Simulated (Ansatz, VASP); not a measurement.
# CdS: VASP beside Ansatz

Contents of POSCAR:

```
CdS
1.0
    0.0000000000      2.8510383914      3.0637896351
    2.8510383914      0.0000000000      3.0637896351
    2.8510383914      2.8510383914      0.0000000000
Cd S
1 1
Direct
    0.0000000000      0.0000000000      0.0000000000
    0.2500000000      0.2500000000      0.2500000000
```

INCAR.step1

```
PREC = Accurate ; ENCUT = 520
ISMEAR = 0 ; SIGMA = 0.01
LREAL = F ; LASPH = T
NELM = 60 ; NBANDS = 16
GGA = PE ; ALGO = Normal
EDIFF = 1E-4 ; LWAVE = T
LCHARG = F
```

INCAR.step2

```
PREC = Accurate ; ENCUT = 520
EDIFF = 1E-6 ; ISMEAR = 0
SIGMA = 0.01 ; LREAL = F
LASPH = T ; NELM = 60
ALGO = Normal ; ISIF = 2
LWAVE = F ; LCHARG = T
METAGGA = R2SCAN ; LMIXTAU = T
LELF = T ; LVHAR = T
NBANDS = 16 ; ISTART = 1
```

The input KPOINTS:

```
regular mesh
0
Gamma
  8 8 8
```

Input for Ansatz:

```yaml
crystal:
  lattice:
    - [0.0, 2.8510383914, 3.0637896351]
    - [2.8510383914, 0.0, 3.0637896351]
    - [2.8510383914, 2.8510383914, 0.0]
  atoms:
    - { symbol: Cd, position: [0.0, 0.0, 0.0] }
    - { symbol: S, position: [0.25, 0.25, 0.25] }
kpoints:
  mp_grid: { grid: [8, 8, 8] }
  band_path:
    path:
      - [0.0, 0.0, 0.0]
      - [-0.5, -0.5, 0.0]
      - [-0.375, -0.375, 0.25]
      - [-0.375, 0.0, 0.375]
      - [0.0, 0.0, 0.5]
      - [-0.5, -0.25, 0.25]
    npoints: 1
hamiltonian:
  xc: r2scan
scf:
  occupations: { method: fixed }
  n_extra_bands: 4
output:
  forces: true
  stress: true
  eigenvalues: true
```

Change from the starting cell: epitaxial_xy strain -3.0%.

Alike in both runs: task single point; functional r2SCAN; k mesh 8 × 8 × 8; no spin polarisation.

|  | VASP | Ansatz |
| --- | --- | --- |
| version | VASP 6.6.1 | Ansatz 0.2.0 |
| potentials or method | VASP PAW PBE potentials, release 64 (Cd, S) | plane waves, PAW |
| plane-wave cutoff (eV) | 520 | 500 |
| occupations | gaussian, width 0.01 eV | fixed |
| valence electrons in the cell | 18 | 26 |

|  | VASP | Ansatz | Ansatz less VASP |
| --- | --- | --- | --- |
| gap on the k mesh at the Fermi level (eV) | 1.49 | 1.50 | +0.003 |
| pressure (GPa) | 1.4 | 1.0 | -0.33 |
| largest component of the traceless stress (GPa) | 0.99 | 1.01 | +0.017 |

The two sets of potentials don't hold the same shells in valence.

Caveats: the PAW data sets were made with another functional, which shifts forces and pressure a little (VASP).
